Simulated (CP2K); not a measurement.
Crystal: GaN.

```
Ga N
1.0
     3.18693    0.00000    0.00000
     1.59347    2.75996    0.00000
     1.59347    0.91999    2.60212
Ga N
1 1
Direct
  0.00000 0.00000 0.00000
  0.25000 0.25000 0.25000
```

The cell is a database's computed one.

Base run:

```yaml
Program: CP2K 2026.2
Functional: PBEsol
Potentials_or_basis: POTENTIAL_UZH Ga GTH-PBE-q13, N GTH-PBE-q5; TZVP-MOLOPT-PBE-GTH basis
Density_cutoff: 9184 eV
k_mesh: 10 × 10 × 10
Occupations: fermi-dirac, width 0.05 eV
Spin: no spin polarisation
```

Its results: band gap on the k mesh 1.59 eV, direct; pressure 1.8 GPa.

Question: The run is repeated on the same cell with these changes: functional from PBEsol to PBE. What comes out?

Answer: Band gap on the k mesh 1.69 eV, direct; pressure 7.0 GPa.

PBE binds less tightly than PBEsol, so the same cell stands under more pressure.

Caveats: the basis of atomic orbitals isn't converged, which shifts pressures, moduli and gaps; the potentials were made for another functional, which shifts forces and pressure (some runs).

